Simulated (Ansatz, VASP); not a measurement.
# RbBr: VASP beside Ansatz

File INCAR:

```
SYSTEM = RbBr
PREC = Accurate
ENCUT = 520
EDIFF = 1E-6
ISMEAR = 0
SIGMA = 0.05
LREAL = .FALSE.
LASPH = .TRUE.
NELM = 80
ALGO = Normal
ISIF = 2
LWAVE = .FALSE.
LCHARG = .TRUE.
GGA = PS
LELF = .TRUE.
LVHAR = .TRUE.
NBANDS = 15
```

File KPOINTS:

```
regular mesh
0
G
  6 6 6
  0 0 0
```

Contents of POSCAR:

```
RbBr
1.0
    4.1243020998      0.0000000000      0.0000000000
    0.0000000000      4.1243020998      0.0000000000
    0.0000000000      0.0000000000      4.0701688540
Rb Br
1 1
Direct
   -0.0595372219      0.0000000000      0.0000000000
    0.5636828616      0.5000000000      0.5000000000
```

Input for Ansatz:

```yaml
crystal:
  lattice:
    - [4.1243020998, 0.0, 0.0]
    - [0.0, 4.1243020998, 0.0]
    - [0.0, 0.0, 4.070168854]
  atoms:
    - { symbol: Rb, position: [-0.0595372219, 0.0, 0.0] }
    - { symbol: Br, position: [0.5636828616, 0.5, 0.5] }
basis:
  ecutwfc: 420
kpoints:
  mp_grid: { grid: [6, 6, 6] }
hamiltonian:
  xc: pbesol
scf:
  occupations: { method: gaussian, width: 0.05 }
output:
  forces: true
  stress: true
  eigenvalues: true
```

Change from the starting cell: mode 4 frozen in at -0.259 Å, equal normal strain along x and y +0.0133.

Alike in both runs: task single point; functional PBEsol; k mesh 6 × 6 × 6; occupations gaussian, width 0.05 eV; no spin polarisation.

|  | VASP | Ansatz |
| --- | --- | --- |
| version | VASP 6.6.1 | Ansatz 0.2.0 |
| potentials or method | VASP PAW PBE potentials, release 64 (Rb_sv, Br) | scalar-relativistic, plane waves, PAW |
| plane-wave cutoff (eV) | 520 | 420 |
| valence electrons in the cell | 16 | 16 |

Ansatz gave:

| Property | Result |
| --- | --- |
| gap on the k mesh at the Fermi level (eV) | 4.03 |
| least direct gap on the mesh (eV) | 4.12 |
| pressure (GPa) | 0.9 |
| largest component of the traceless stress (GPa) | 0.52 |
| rms of the force components (eV/Å) | 0.229 |

Question: Which values does VASP return?

Answer: gap on the k mesh at the Fermi level (eV): 4.03; least direct gap on the mesh (eV): 4.12; pressure (GPa): 1.0; largest component of the traceless stress (GPa): 0.54; rms of the force components (eV/Å): 0.233.

Atom by atom the forces differ by 0.004 eV/Å (rms over components).

Caveats: the PAW data sets were made with another functional, which shifts forces and pressure a little (VASP). A k mesh can miss the band edges.
